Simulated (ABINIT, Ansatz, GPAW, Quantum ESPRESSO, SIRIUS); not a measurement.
TiSi: programs and potentials compared

```
Ti Si
1.0
     1.81618   -2.11762    0.00000
     1.81618    2.11762    0.00000
     0.00000    0.00000    3.80393
Ti Si
1 1
Cartesian
  1.8162 0.0000 0.0000
  0.0000 0.0000 1.9020
```

The cell comes from a database or a generator and needn't be the stable form of this composition.

Alike in all runs: task single point; functional PBEsol; k mesh 10 × 10 × 7; occupations fermi-dirac, width 0.05 eV; no spin polarisation; no spin-orbit coupling. Pressure is positive in compression and, in plane waves, holds the error of the finite cutoff, which Ansatz's Pulay term estimates and takes out.

| program and potentials | plane-wave cutoff (eV) | notes | pressure (GPa) |
| --- | --- | --- | --- |
| Ansatz, Ansatz PAW | 420 | potentials made for PBE, which Ansatz adapts in part | ? |
| Ansatz, all-electron LAPW, scalar-relativistic | - | - | -4.32 |
| ABINIT, PseudoDojo NC SR PBEsol v0.4.1 standard | 1143 | - | -4.35 |
| Quantum ESPRESSO, GBRV 1.5 PBEsol | 612 | - | -4.35 |
| SIRIUS, PseudoDojo 0.4.1 PBEsol standard (scalar relativistic) | 1152 | - | -4.35 |
| GPAW, PAW data sets generated for this functional | 600 | - | -4.13 |

Question: Estimate from the other rows what the run with Ansatz, Ansatz PAW gave.

Answer: Pressure -4.31 GPa. Its pressure holds a Pulay term of +0.03 GPa. The other rows, which needn't bracket it: pressure -4.35 to -4.13.
